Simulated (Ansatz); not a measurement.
# Iridium, A15 under RPBE: structure and ground-state energy

Aim: take iridium in the A15 structure, relax it, then solve it on a dense k-mesh. Spin polarisation is left out. The k-meshes are 5×5×5 for the relaxation; 7×7×7 for the dense run.

Method: DFT RPBE, plane waves (420 eV) with PAW, scalar-relativistic; PAW files made under PBE, frozen cores solved again for the functional, in Ansatz 0.2.0.

## Step 1: The starting structure

The structure is cubic, space group Pm-3n (No. 223). Conventional cell: a = 4.837 Å, b = 4.837 Å, c = 4.837 Å, α = 90.00°, β = 90.00°, γ = 90.00°. Ir (site symmetry m-3) is surrounded by 12 Ir at 2.70 Å. Around Ir (site symmetry -4m2) lie 6 Ir at 2.42 to 2.70 Å.

As a file:

```
Ir
1.0
     4.83734    0.00000    0.00000
     0.00000    4.83734    0.00000
     0.00000    0.00000    4.83734
Ir
8
Direct
  0.00000 0.00000 0.00000
  0.50000 0.50000 0.50000
  0.25000 0.00000 0.50000
  0.75000 0.00000 0.50000
  0.50000 0.25000 0.00000
  0.50000 0.75000 0.00000
  0.00000 0.50000 0.25000
  0.00000 0.50000 0.75000
```

## Step 2: Geometry optimisation

input.yaml reads:

```yaml
crystal:
  lattice:
    - [4.837340879, 0.0, 0.0]
    - [0.0, 4.837340879, 0.0]
    - [0.0, 0.0, 4.837340879]
  atoms:
    - { symbol: Ir, position: [0.0, 0.0, 0.0] }
    - { symbol: Ir, position: [0.5, 0.5, 0.5] }
    - { symbol: Ir, position: [0.25, 0.0, 0.5] }
    - { symbol: Ir, position: [0.75, 0.0, 0.5] }
    - { symbol: Ir, position: [0.5, 0.25, 0.0] }
    - { symbol: Ir, position: [0.5, 0.75, 0.0] }
    - { symbol: Ir, position: [0.0, 0.5, 0.25] }
    - { symbol: Ir, position: [0.0, 0.5, 0.75] }
hamiltonian:
  xc: rpbe
  pseudopotentials:
    kind: paw
    azcp:
      Ir: "pseudopotentials/Ir.paw.azcp"
basis:
  ecutwfc: 420
  fft_grid_basis: typed
kpoints:
  mp_grid: { grid: [5, 5, 5], shift: [0, 0, 0] }
magnetization:
  spin_polarized: false
scf:
  occupations: { method: fermi_dirac, width: 0.1 }
relax:
  max_steps: 60
  f_tol: 0.01
  cell: {}
```

On the command line:

```
> ansatz run input.yaml --threads 4 --pin off --max-ram 8192MiB --backend cpu --events-out ev --progress --plain --runs-dir out
```

What it wrote:

```text
Warning: RAYON_NUM_THREADS=4 ignored (pool sized by the plan → 4); use --threads N
Engine: ansatz 0.2.0, aarch64-unknown-linux-gnu
Pseudopotentials: kind: paw
Pseudopotential: Ir, paw, valence charge 17, recommended cutoff 420 eV (normal), <dir>
Functional definition: RPBE
  parameter kappa = 0.804
  parameter beta = 0.06672455060314922
  exchange = rpbe_x(kappa = kappa, mu = beta*pi^2/3)
  correlation = pbe_c(beta = beta)
Crystal: 8 atoms, lattice volume = 113.193 Å³
Basis set: ecut = 420 eV, 2205 PW (Γ), exchange–correlation on 72×72×72 points (8 copies of the dense FFT grid, shifted against one another)
Bands: 82, of which v1, the nominal top of the filled ones, is band 68 counted from 1 (67 counted from 0)
Symmetry: 48 space group operations
Space group: Pm-3n (ITA 223), of the structure as read, at distance tolerance 4.8e-5 Å
k-points: 10 of 125
Non-local potential: Ir, projectors of the file, l = 0: 3, l = 1: 2, l = 2: 2, l = 3: 1
PAW form: soft (Blöchl's): semilocal exchange-correlation on the pseudo side does not see the compensation charge
PAW frozen core: Ir, regenerated for the run's functional, and the local potential with it (the file was generated under x = pbe(κ = 0.804, μ = 0.2195149727645171), c = pbe(β = 0.06672455060314922))
PAW one-centre angular grid: Ir, 590 points (default); XC on 64 Gauss nodes
Initial density: superposition of atomic densities (neutral atoms: chi_scale 0, normalization atom), corrected by the library's trained network
Initial wavefunctions: pseudopotential atomic-orbital guess
Functional: x = rpbe, c = pbe(β = 0.06672455060314922)
SCF iter   1: F=—  HF=-95585.478990 eV  |F-HF|=—  |Δ(HF+E_count)|=         —  Δρ=9.76e-3  dr2=3.90e-2  ethr=1.77e-3  ⟨swp⟩=5.1  Hψ=2610  notcnv=0  defer=12
preconditioner: auto → Kerker (q_TF=auto, 2.813 Å⁻¹)  [metal: Δε(μ)=0.021 eV  Ē_g=7.078 eV  σ=0.100 eV  W_gap=0.05  n_scr=32 (ndim 8)  ℏωp=29.6 eV  f_vac=0.000  D(μ)=11.57/eV (n_scr^D=146)]
SCF iter   2: F=—  HF=-95585.479979 eV  |F-HF|=—  |Δ(HF+E_count)|=   9.89e-4  Δρ=5.02e-3  dr2=9.55e-3  ethr=2.87e-5  ⟨swp⟩=2.0  Hψ=1173  notcnv=0  defer=15
SCF iter   3: F=—  HF=-95585.480306 eV  |F-HF|=—  |Δ(HF+E_count)|=   3.27e-4  Δρ=6.30e-4  dr2=1.82e-4  ethr=7.02e-6  ⟨swp⟩=2.8  Hψ=1529  notcnv=0  defer=15
SCF iter   4: F=—  HF=-95585.480351 eV  |F-HF|=—  |Δ(HF+E_count)|=   4.52e-5  Δρ=9.36e-5  dr2=5.21e-6  ethr=1.34e-7  ⟨swp⟩=2.4  Hψ=1117  notcnv=0  defer=15
SCF iter   5: F=—  HF=-95585.480332 eV  |F-HF|=—  |Δ(HF+E_count)|=   1.89e-5  Δρ=1.82e-5  dr2=3.27e-7  ethr=3.83e-9  ⟨swp⟩=2.4  Hψ=1522  notcnv=0  defer=15
SCF iter   6: F=-95585.480332 eV  HF=-95585.480332 eV  |F-HF|=2.12e-9  |Δ(HF+E_count)|=   2.31e-8  Δρ=3.13e-6  dr2=8.91e-9  ethr=7.35e-11  ⟨swp⟩=4.0  Hψ=2524  notcnv=0
SCF 1 converged in 6 iterations: F = -95585.480332 eV  dr2 = 8.91e-9
relax step   1: F+E_penalty+E_count = -95585.48033245 eV  Δ(F+E_penalty+E_count) = +0.000e0 eV  max|allowed force component| = 2.327e-17 eV/Å  Δτ_max = 0.0000 Å  P = +28.446 GPa  Ω = 113.193 Å³  (6 SCF iters, dr2 threshold 1.00e-7 eV, accepted)
Crystal: 8 atoms, lattice volume = 130.153 Å³
Basis set: ecut = 420 eV, 2517 PW (Γ), exchange–correlation on 72×72×72 points (8 copies of the dense FFT grid, shifted against one another)
Initial density: handed on by an earlier stage of this run
Initial wavefunctions: those handed on with the density
iter 1 solved again at ethr=2.94e-5 eV; its pass at ethr=3.10e-3 eV (dr2=4.00e-2 eV) is discarded
SCF iter   1: F=—  HF=-95585.862345 eV  |F-HF|=—  |Δ(HF+E_count)|=         —  Δρ=6.00e-3  dr2=4.23e-2  ethr=2.94e-5  ⟨swp⟩=1.0  Hψ=3313  notcnv=0
preconditioner: auto → Kerker (q_TF=auto, 2.748 Å⁻¹)  [metal: Δε(μ)=0.014 eV  Ē_g=5.896 eV  σ=0.100 eV  W_gap=0.04  n_scr=32 (ndim 8)  ℏωp=27.6 eV  f_vac=0.000  D(μ)=14.36/eV (n_scr^D=178)]
SCF iter   2: F=—  HF=-95585.859117 eV  |F-HF|=—  |Δ(HF+E_count)|=   3.23e-3  Δρ=3.37e-3  dr2=1.24e-2  ethr=2.94e-5  ⟨swp⟩=1.0  Hψ=820  notcnv=0
SCF iter   3: F=—  HF=-95585.858525 eV  |F-HF|=—  |Δ(HF+E_count)|=   5.93e-4  Δρ=4.29e-4  dr2=1.12e-4  ethr=9.08e-6  ⟨swp⟩=2.0  Hψ=1118  notcnv=0
SCF iter   4: F=—  HF=-95585.858432 eV  |F-HF|=—  |Δ(HF+E_count)|=   9.26e-5  Δρ=7.50e-5  dr2=6.36e-6  ethr=8.27e-8  ⟨swp⟩=2.8  Hψ=1364  notcnv=0
iter 5 did not close the SCF: its close was put off for the readings that it lacked (scf_convergence_deferred on its scf_iter line)
SCF iter   5: F=-95585.858432 eV  HF=-95585.858432 eV  |F-HF|=7.48e-8  |Δ(HF+E_count)|=   4.42e-7  Δρ=1.54e-5  dr2=2.55e-7  ethr=4.68e-9  ⟨swp⟩=2.0  Hψ=1375  notcnv=0
SCF iter   6: F=-95585.858432 eV  HF=-95585.858432 eV  |F-HF|=5.52e-9  |Δ(HF+E_count)|=   1.86e-9  Δρ=3.39e-6  dr2=1.57e-8  ethr=1.88e-10  ⟨swp⟩=2.0  Hψ=2532  notcnv=0
SCF 2 converged in 6 iterations: F = -95585.858432 eV  dr2 = 1.57e-8
relax step   2: F+E_penalty+E_count = -95585.85843168 eV  Δ(F+E_penalty+E_count) = -3.781e-1 eV  max|allowed force component| = 5.725e-17 eV/Å  Δτ_max = 0.0000 Å  P = -15.113 GPa  Ω = 130.153 Å³  energy of the carried Pulay correction = -9.920e-3 eV  (6 SCF iters, dr2 threshold 8.00e-7 eV, accepted)
Crystal: 8 atoms, lattice volume = 123.722 Å³
Basis set: ecut = 420 eV, 2469 PW (Γ), exchange–correlation on 72×72×72 points (8 copies of the dense FFT grid, shifted against one another)
iter 1 solved again at ethr=3.97e-6 eV; its pass at ethr=3.10e-3 eV (dr2=5.40e-3 eV) is discarded
SCF iter   1: F=—  HF=-95586.233473 eV  |F-HF|=—  |Δ(HF+E_count)|=         —  Δρ=2.36e-3  dr2=5.94e-3  ethr=3.97e-6  ⟨swp⟩=2.5  Hψ=3803  notcnv=0
preconditioner: auto → Kerker (q_TF=auto, 2.772 Å⁻¹)  [metal: Δε(μ)=0.019 eV  Ē_g=6.310 eV  σ=0.100 eV  W_gap=0.05  n_scr=32 (ndim 8)  ℏωp=28.3 eV  f_vac=0.000  D(μ)=13.11/eV (n_scr^D=178)]
SCF iter   2: F=—  HF=-95586.232591 eV  |F-HF|=—  |Δ(HF+E_count)|=   8.82e-4  Δρ=1.28e-3  dr2=1.62e-3  ethr=3.97e-6  ⟨swp⟩=1.3  Hψ=922  notcnv=0
SCF iter   3: F=—  HF=-95586.232381 eV  |F-HF|=—  |Δ(HF+E_count)|=   2.10e-4  Δρ=1.59e-4  dr2=1.47e-5  ethr=1.19e-6  ⟨swp⟩=2.0  Hψ=1132  notcnv=0
SCF iter   4: F=—  HF=-95586.232337 eV  |F-HF|=—  |Δ(HF+E_count)|=   4.40e-5  Δρ=2.16e-5  dr2=3.58e-7  ethr=1.08e-8  ⟨swp⟩=2.0  Hψ=1191  notcnv=0
iter 5 did not close the SCF: its close was put off for the readings that it lacked (scf_convergence_deferred on its scf_iter line)
SCF iter   5: F=-95586.232337 eV  HF=-95586.232337 eV  |F-HF|=1.50e-9  |Δ(HF+E_count)|=   1.03e-7  Δρ=3.13e-6  dr2=9.61e-9  ethr=2.63e-10  ⟨swp⟩=2.4  Hψ=1441  notcnv=0
SCF iter   6: F=-95586.232337 eV  HF=-95586.232337 eV  |F-HF|=1.89e-10  |Δ(HF+E_count)|=  3.49e-10  Δρ=7.51e-7  dr2=6.87e-10  ethr=7.07e-12  ⟨swp⟩=1.0  Hψ=2246  notcnv=0
SCF 3 converged in 6 iterations: F = -95586.232337 eV  dr2 = 6.87e-10
relax step   3: F+E_penalty+E_count = -95586.23233728 eV  Δ(F+E_penalty+E_count) = -3.739e-1 eV  max|allowed force component| = 4.279e-17 eV/Å  Δτ_max = 0.0000 Å  P = -2.683 GPa  Ω = 123.722 Å³  energy of the carried Pulay correction = -6.325e-3 eV  (6 SCF iters, dr2 threshold 8.00e-7 eV, accepted)
[... 14 lines left out ...]
relax step   4: F+E_penalty+E_count = -95586.24276485 eV  Δ(F+E_penalty+E_count) = -1.043e-2 eV  max|allowed force component| = 3.180e-17 eV/Å  Δτ_max = 0.0000 Å  P = -0.048 GPa  Ω = 122.586 Å³  energy of the carried Pulay correction = -5.670e-3 eV  (6 SCF iters, dr2 threshold 8.00e-7 eV, accepted)
[... 11 lines left out ...]
relax step   5: F+E_penalty+E_count = -95586.24671877 eV  Δ(F+E_penalty+E_count) = -3.954e-3 eV  max|allowed force component| = 3.021e-17 eV/Å  Δτ_max = 0.0000 Å  P = -0.100 GPa  Ω = 122.586 Å³  stress off target by 9.98e-2 GPa  SCF on the basis re-selected at this cell (its energy is not comparable with the rows above)  (6 SCF iters)
[... 16 lines left out ...]
relax step   6: F+E_penalty+E_count = -95586.24675396 eV  Δ(F+E_penalty+E_count) = -3.519e-5 eV  max|allowed force component| = 4.214e-17 eV/Å  Δτ_max = 0.0000 Å  P = +0.002 GPa  Ω = 122.543 Å³  energy of the carried Pulay correction = +2.214e-5 eV  (7 SCF iters, accepted)
iter 1 solved again at ethr=8.71e-8 eV; its pass at ethr=3.10e-3 eV (dr2=1.18e-4 eV) is discarded
SCF iter   1: F=—  HF=-95586.246807 eV  |F-HF|=—  |Δ(HF+E_count)|=         —  Δρ=9.96e-7  dr2=6.05e-10  ethr=8.71e-8  ⟨swp⟩=3.0  Hψ=4537  notcnv=0
eigensolver tolerance schedule: the retry pair's looser diagonalisation over-reported the residual by 195806.86 of it (diagonalisation noise at an unbounded share of the residual, at the tolerance the schedule requests for it); recorded, not acted on — ethr = c·dr2/N_el stays at c = 1.0e-1
SCF iter   2: F=—  HF=-95586.246754 eV  |F-HF|=—  |Δ(HF+E_count)|=   5.26e-5  Δρ=4.54e-7  dr2=1.29e-10  ethr=1.00e-12  ⟨swp⟩=3.0  Hψ=2114  notcnv=0
iter 3 did not close the SCF: its close was put off for the readings that it lacked (scf_convergence_deferred on its scf_iter line)
SCF iter   3: F=-95586.246754 eV  HF=-95586.246754 eV  |F-HF|=2.91e-11  |Δ(HF+E_count)|=  2.91e-11  Δρ=3.10e-7  dr2=5.86e-11  ethr=1.00e-12  ⟨swp⟩=1.0  Hψ=820  notcnv=0
iter 4 did not close the SCF: its close was put off for the readings that it lacked (scf_convergence_deferred on its scf_iter line)
SCF iter   4: F=-95586.246754 eV  HF=-95586.246754 eV  |F-HF|=0.00e0  |Δ(HF+E_count)|=    0.00e0  Δρ=1.70e-7  dr2=1.76e-11  ethr=1.00e-12  ⟨swp⟩=1.0  Hψ=820  notcnv=0
iter 5 did not close the SCF: its close was put off for the readings that it lacked (scf_convergence_deferred on its scf_iter line)
SCF iter   5: F=-95586.246754 eV  HF=-95586.246754 eV  |F-HF|=5.82e-11  |Δ(HF+E_count)|=  1.46e-11  Δρ=1.43e-7  dr2=1.27e-11  ethr=1.00e-12  ⟨swp⟩=1.0  Hψ=820  notcnv=0
iter 6 did not close the SCF: its close was put off for the readings that it lacked (scf_convergence_deferred on its scf_iter line)
SCF iter   6: F=-95586.246754 eV  HF=-95586.246754 eV  |F-HF|=1.46e-11  |Δ(HF+E_count)|=  1.46e-11  Δρ=1.34e-7  dr2=1.11e-11  ethr=1.00e-12  ⟨swp⟩=1.0  Hψ=820  notcnv=0
SCF iter   7: F=-95586.246754 eV  HF=-95586.246754 eV  |F-HF|=0.00e0  |Δ(HF+E_count)|=  4.37e-11  Δρ=5.98e-8  dr2=2.10e-12  ethr=1.00e-12  ⟨swp⟩=2.0  Hψ=2000  notcnv=0
SCF 7 converged in 7 iterations: F = -95586.246754 eV  dr2 = 2.10e-12
relax step   7: F+E_penalty+E_count = -95586.24675396 eV  Δ(F+E_penalty+E_count) = +0.000e0 eV  max|allowed force component| = 3.471e-17 eV/Å  Δτ_max = 0.0000 Å  P = +0.001 GPa  Ω = 122.543 Å³  stress off target by 1.43e-3 GPa  SCF on the basis re-selected at this cell (its energy is not comparable with the rows above)  (7 SCF iters)
basis re-selected at this cell: Δ(F+E_penalty+E_count) = +0.000e0 eV, ΔP = -0.000 GPa vs the last step (what re-selecting the basis moved, of the pressure what is left beyond the Pulay correction that the steps carried, after the strain that the cell walked since its last selection, with what the two solves' SCF thresholds leave and, on support functions, any second-order correction that the steps lacked; it is no measure of the basis error at this ecutwfc). This SCF's stress stands 1.43e-3 GPa from its target on what of the cell is left free (relax.cell.stress_tol is 5.00e-2 GPa) and its largest allowed force component is 3.47e-17 eV/Å (relax.f_tol is 1.00e-2 eV/Å): within both
SCF converged after 7 iterations
Free energy (F): -95586.246754 eV
Harris-Foulkes:  -95586.246754 eV  (|F-HF|=0.00e0)
Internal energy: -95585.829782 eV  (E = F + TS)
E sigma→0 (E₀):  -95586.038268 eV
Entropy (-TS):   -0.416972 eV (-52.121 meV/atom)
Fermi energy:    23.510721 eV
--- Per-component energies (eV) ---
  E_band       = -924.967046
  E_kinetic    = 4977.964399
  E_local      = -9345.324301  (includes V_loc(G=0)·N_el)
  E_nonlocal   = 578.355823
  E_hartree    = 3552.538678
  E_xc         = -2139.673363
  E_vxc        = -2391.645679  (∫ρ·V_xc dr)
  E_paw        = -73894.386690  (= ΣΔE_a)
  E_vpaw       = -1849.395036  (= ΣTr[D̂ρ^β])
  E_aug_tail   = 0.000535  (compensation charges beyond the density's cutoff)
  E_ewald      = -19315.052685
  E_core_change = -0.252177  (= ΣΔE_core)
  E_smearing   = -0.416972  (= −TS)
  E_closure    = 0.000000  (closes the sum)
  Σ components = -95586.246754   (vs F -95586.246754, Δ=0.00e0)
--- Forces (eV/Å), atoms counted from 1 ---
  atom   1  Ir    -0.00000000    -0.00000000    -0.00000000
  atom   2  Ir     0.00000000     0.00000000     0.00000000
  atom   3  Ir    -0.00000000     0.00000000     0.00000000
  atom   4  Ir     0.00000000    -0.00000000    -0.00000000
  atom   5  Ir    -0.00000000     0.00000000     0.00000000
  atom   6  Ir     0.00000000    -0.00000000    -0.00000000
  atom   7  Ir     0.00000000    -0.00000000    -0.00000000
  atom   8  Ir    -0.00000000     0.00000000     0.00000000
  max |Σ_I F_I| component: 4.63e-18 eV/Å
--- Stress (GPa, compression-positive) ---
        0.001428       0.000000       0.000000
        0.000000       0.001428       0.000000
        0.000000       0.000000       0.001428
  P = ⅓ Tr σ = 0.0014 GPa (0.014 kbar)
--- Relaxed structure (5 steps of the walk, 5 accepted, 2 SCFs on fresh bases) ---
  F+E_penalty+E_count = -95586.24675396 eV   max|allowed force component| = 3.471e-17 eV/Å   (the final SCF, on the basis selected at the relaxed cell)
  cell:  # Å, volume = 122.5432 Å³
    - [4.967025985301772, 3.009265538105051e-35, 1.3822559705029222e-33]
    - [5.436739738843135e-34, 4.967025985301771, 1.2839532962581572e-34]
    - [1.3822559705029222e-33, 1.2839532962581572e-34, 4.967025985301771]
  atoms:
    - { symbol: Ir, position: [-1.4328826097121207e-34, -8.489336973948361e-34, 2.001058926732557e-35] }
    - { symbol: Ir, position: [0.49999999999999994, 0.5, 0.5] }
    - { symbol: Ir, position: [0.24999999999999997, 1.4645055616630771e-36, 0.5] }
    - { symbol: Ir, position: [0.75, -3.1704601376074185e-34, 0.5] }
    - { symbol: Ir, position: [0.49999999999999994, 0.25, -3.2659770047707535e-35] }
    - { symbol: Ir, position: [0.49999999999999994, 0.7500000000000001, 7.351040305976074e-35] }
    - { symbol: Ir, position: [3.278418821931785e-34, 0.5, 0.25] }
    - { symbol: Ir, position: [5.40182228408115e-34, 0.5, 0.7500000000000001] }
```

Run time: 10 s. Hardware: 4 threads of Arm Neoverse V1, shared host; peak memory 0.53 GiB.

Relaxation path:

```
step  energy change (meV/atom)  largest force (eV/Å)  pressure (GPa)  volume (Å³/atom)
   1                      0.00                0.0000           28.45            14.149
   2                    -47.26                0.0000          -15.11            16.269
   3                    -94.00                0.0000           -2.68            15.465
   4                    -95.30                0.0000           -0.05            15.323
   5                    -95.80                0.0000           -0.10            15.323
   6                    -95.80                0.0000            0.00            15.318
   7                    -95.80                0.0000            0.00            15.318
```

Steps that repeat a cell are solved on a basis chosen anew, so their changes of energy are no gain of the relaxation.

Changes in the cell that was computed:

|  | before | after | change |
| --- | --- | --- | --- |
| a (Å) | 4.837 | 4.967 | +2.7 % |
| b (Å) | 4.837 | 4.967 | +2.7 % |
| c (Å) | 4.837 | 4.967 | +2.7 % |
| volume (Å³/atom) | 14.149 | 15.318 | +8.3 % |
| shortest distance (Å) | 2.419 | 2.484 | +2.7 % |
| space group (spins left aside) | Pm-3n | Pm-3n | same |

## Step 3: The energy on a finer k-mesh

input.yaml reads:

```yaml
crystal:
  lattice:
    - [4.9670259853, 0.0, 0.0]
    - [0.0, 4.9670259853, 0.0]
    - [0.0, 0.0, 4.9670259853]
  atoms:
    - { symbol: Ir, position: [1.0, 1.0, 0.0] }
    - { symbol: Ir, position: [0.5, 0.5, 0.5] }
    - { symbol: Ir, position: [0.25, 0.0, 0.5] }
    - { symbol: Ir, position: [0.75, 1.0, 0.5] }
    - { symbol: Ir, position: [0.5, 0.25, 1.0] }
    - { symbol: Ir, position: [0.5, 0.75, 0.0] }
    - { symbol: Ir, position: [0.0, 0.5, 0.25] }
    - { symbol: Ir, position: [0.0, 0.5, 0.75] }
hamiltonian:
  xc: rpbe
  pseudopotentials:
    kind: paw
    azcp:
      Ir: "pseudopotentials/Ir.paw.azcp"
basis:
  ecutwfc: 420
  fft_grid_basis: typed
kpoints:
  mp_grid: { grid: [7, 7, 7], shift: [0, 0, 0] }
magnetization:
  spin_polarized: false
scf:
  occupations: { method: fermi_dirac, width: 0.1 }
```

On the command line:

```
> ansatz run input.yaml --threads 4 --pin off --max-ram 8192MiB --backend cpu --events-out ev --progress --plain --runs-dir out
```

What it wrote, cut to the lines that bear on the results:

```text
Warning: RAYON_NUM_THREADS=4 ignored (pool sized by the plan → 4); use --threads N
[...]
[... 3 set-up lines as earlier in the session ...]
[...]
Crystal: 8 atoms, lattice volume = 122.543 Å³
Basis set: ecut = 420 eV, 2373 PW (Γ)
Bands: 82, of which v1, the nominal top of the filled ones, is band 68 counted from 1 (67 counted from 0)
[... 1 set-up line as earlier in the session ...]
Space group: Pm-3n (ITA 223), of the structure as read, at distance tolerance 5.0e-5 Å
k-points: 20 of 343
[...]
SCF iter   1: F=—  HF=-95586.197368 eV  |F-HF|=—  |Δ(HF+E_count)|=         —  Δρ=8.82e-3  dr2=3.65e-2  ethr=1.77e-3  ⟨swp⟩=5.0  Hψ=5075  notcnv=0  defer=10
[...]
SCF iter   6: F=-95586.201620 eV  HF=-95586.201620 eV  |F-HF|=2.56e-9  |Δ(HF+E_count)|=   1.69e-9  Δρ=2.88e-6  dr2=8.09e-9  ethr=7.35e-11  ⟨swp⟩=2.0  Hψ=3083  notcnv=0
[...]
SCF converged after 6 iterations
Free energy (F): -95586.201620 eV
[...]
E sigma→0 (E₀):  -95586.006167 eV
Entropy (-TS):   -0.390906 eV (-48.863 meV/atom)
Fermi energy:    23.492024 eV
[...]
```

Wall time 2.4 s (4 threads of Arm Neoverse V1, shared host); peak memory 0.55 GiB.

## Step 4: Outcome

```
                      quantity                         value
space group (spins left aside)               Pm-3n (No. 223)
             conventional cell                   a = 4.967 Å
                        volume                15.318 Å³/atom
             shortest distance                       2.484 Å
               gap on the mesh  none (levels filled in part)
               relative to fcc                 +505 meV/atom
```

**Reading.** The relaxation enlarged the cell by 8.3 % in volume. Against the reference form of iridium (fcc, computed apart with the same settings) it stands 505 meV/atom higher. Levels at the Fermi energy are filled in part, as in a metal. The symmetry was held, so the structure may be unstable against distortions that break it.
